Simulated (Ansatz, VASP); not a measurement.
Ru in VASP and in Ansatz

INCAR

```
SYSTEM = Ru
  ALGO = Fast
  EDIFF = 1E-6
  ENCUT = 520
  ISIF = 2
  ISMEAR = 0
  LASPH = .TRUE.
  LCHARG = .TRUE.
  LELF = .TRUE.
  LREAL = .FALSE.
  LVHAR = .TRUE.
  LWAVE = .FALSE.
  NBANDS = 13
  NELM = 100
  PREC = Accurate
  SIGMA = 0.15
```

The input KPOINTS:

```
k-points
0
G
  24 24 24
  0 0 0
```

File POSCAR:

```
Ru
1.0
   -0.4150076168      1.7315835046      1.7315835046
    1.7315835046     -0.4150076168      1.7315835046
    1.7315835046      1.7315835046     -0.4150076168
Ru
1
Direct
    0.0000000000      0.0000000000      0.0000000000
```

Input for Ansatz:

```yaml
crystal:
  lattice:
    - [-0.4150076168, 1.7315835046, 1.7315835046]
    - [1.7315835046, -0.4150076168, 1.7315835046]
    - [1.7315835046, 1.7315835046, -0.4150076168]
  atoms:
    - { symbol: Ru, position: [0.0, 0.0, 0.0] }
basis:
  ecutwfc: 420
kpoints:
  mp_grid: { grid: [24, 24, 24] }
hamiltonian:
  xc: lda
scf:
  occupations: { method: gaussian, width: 0.15 }
output:
  forces: true
  stress: true
  eigenvalues: true
```

Alike in both runs: task single point; functional LDA; k mesh 24 × 24 × 24; occupations gaussian, width 0.15 eV; no spin polarisation.

|  | VASP | Ansatz |
| --- | --- | --- |
| version | VASP 6.6.1 | Ansatz 0.2.0 |
| potentials or method | VASP PAW LDA potentials, release 64 (Ru_pv) | scalar-relativistic, plane waves, PAW |
| plane-wave cutoff (eV) | 520 | 420 |
| valence electrons in the cell | 14 | 16 |

```tsv
	VASP	Ansatz	Ansatz less VASP
gap on the k mesh at the Fermi level (eV)	none	none	-
pressure (GPa)	9.4	8.5	-0.85
largest component of the traceless stress (GPa)	12.31	12.18	-0.130
```

A gap of «none» marks a metal or a gap that the smearing closes. The two sets of potentials don't hold the same shells in valence.
